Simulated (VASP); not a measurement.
Here is a VASP 6.6.1 calculation.

POSCAR

```
Se                                      
1.0
    1.9079384030      1.1015487601      0.9050343904
   -1.9079384030      1.1015487601      0.9050343904
    0.0000000000     -2.2030975202      0.9050343904
  Se            
     1
Direct
     0.0000000000000000    0.0000000000000000    0.0000000000000000
```

File INCAR.step1:

```
SYSTEM = Se
ALGO = Normal
EDIFF = 1E-5
ENCUT = 520
GGA = PE
ISMEAR = 0
KPAR = 4
LASPH = .True.
LCHARG = .False.
LREAL = .False.
LWAVE = .True.
NELM = 100
PREC = Accurate
PSTRESS = 1480.0
SIGMA = 0.02
```

File INCAR.step2:

```
SYSTEM = Se
ALGO = Normal
EDIFF = 1E-7
EDIFFG = -0.01
ENCUT = 520
GGA = PE
HFSCREEN = 0.2
IBRION = 2
ISIF = 3
ISMEAR = 0
ISTART = 1
KPAR = 4
LASPH = .True.
LCHARG = .False.
LHFCALC = .True.
LREAL = .False.
LWAVE = .False.
NELM = 100
NSW = 80
PREC = Accurate
PRECFOCK = Fast
PSTRESS = 1480.0
SIGMA = 0.02
```

File KPOINTS:

```
k-points
0
Gamma
  9 9 9
  0 0 0
```

Potentials or basis: VASP PAW PBE potentials, release 64 (Se).

The run is started by

```console
$ cat potpaw_PBE.64/Se/POTCAR > POTCAR
$ cp INCAR.step1 INCAR
$ mpirun -np 4 vasp_std > vasp.out
$ cp INCAR.step2 INCAR
$ mpirun -np 4 vasp_std > vasp.out
```

(1) What does it give for the band gap on the k mesh?

Answers

(1) none (metal or under the smearing width).

Caveat: the relaxation stopped at its first step, so nothing moved.
